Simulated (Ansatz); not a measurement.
The system is Ge.

```
Ge
1.0
    -1.60842    1.60842    1.87318
     1.60842   -1.60842    1.87318
     1.60842    1.60842   -1.87318
Ge
1
Direct
  0.50000 0.50000 0.00000
```

The cell was built by a generator and needn't be a form met in nature.

- Program: Ansatz 0.2.0
- Task: relaxation of cell and atoms
- Functional: B3LYP
- Potentials or basis: Ansatz PAW
- Cutoff: 420 eV (not typed: the program's choice for these potentials)
- k mesh: 6 × 6 × 6
- Occupations: fermi-dirac, width 0.05 eV
- Spin: no spin polarisation

At the start: volume 19.38 Å³/atom.

Task: Where does the relaxation end?

Result: It ends after 7 steps and the volume is 20.26 Å³/atom (+4.5 %); space group I4/mmm (No. 139, to 0.05 Å).

Step by step:
| step | energy change (eV) | largest force (eV/Å) | volume (Å³) |
| --- | --- | --- | --- |
| 1 | 0.0000 | 0.0000 | 19.38 |
| 2 | -0.0573 | 0.0000 | 20.61 |
| 3 | -0.0639 | 0.0000 | 20.37 |
| 4 | -0.0677 | 0.0000 | 20.37 |
| 5 | -0.0679 | 0.0000 | 20.26 |
| 6 | -0.0679 | 0.0000 | 20.26 |
| 7 | -0.0681 | 0.0000 | 20.26 |

Final structure:
```yaml
crystal:
  lattice:
    - [-1.69800, 1.69800, 1.75711]
    - [1.69800, -1.69800, 1.75711]
    - [1.69800, 1.69800, -1.75711]
  atoms:
    - { symbol: Ge, position: [0.50000, 0.50000, 0.00000] }
```

Caveat: the k mesh is coarse (spacing up to 0.46 Å⁻¹), so the values aren't converged, least of all with exact exchange; the plane-wave basis is chosen anew once the cell has moved, so the energies of steps on either side of that aren't comparable; the PAW data sets come from PBE, with cores solved anew for the run's functional, which leaves a small shift of forces and pressure.
